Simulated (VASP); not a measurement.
Crystal: NaI.

```
CELL_PARAMETERS angstrom
0.00000 3.20455 3.20455
3.20455 0.00000 3.20455
3.20455 3.20455 0.00000
ATOMIC_POSITIONS crystal
Na 0.00000 0.00000 0.00000
I 0.50000 0.50000 0.50000
```

Base run:

- Program: VASP 6.6.1
- Functional: TB-mBJ
- Potentials or basis: VASP PAW PBE potentials, release 64 (Na_pv, I)
- Cutoff: 520 eV
- k mesh: 8 × 8 × 8
- Occupations: gaussian, width 0.03 eV
- Spin: no spin polarisation

Its results: band gap on the k mesh 5.58 eV, direct.

**Question.** After a change of settings the same cell gave: band gap on the k mesh 4.53 eV, direct. Which change was it?
A. functional from TB-mBJ to LDA; potentials or basis from VASP PAW PBE potentials, release 64 (Na_pv, I) to VASP PAW LDA potentials, release 64 (Na_pv, I)
B. functional from TB-mBJ to PBE
C. functional from TB-mBJ to r2SCAN
D. functional from TB-mBJ to PBE; further incar settings from ALGO = Normal; EDIFF = 1e-06; NBANDS = 14 to ALGO = Normal; EDIFF = 1e-06; NBANDS = 31

**Answer.** C.

Caveats: spin-orbit coupling is left out, which moves the levels of the heavy elements.
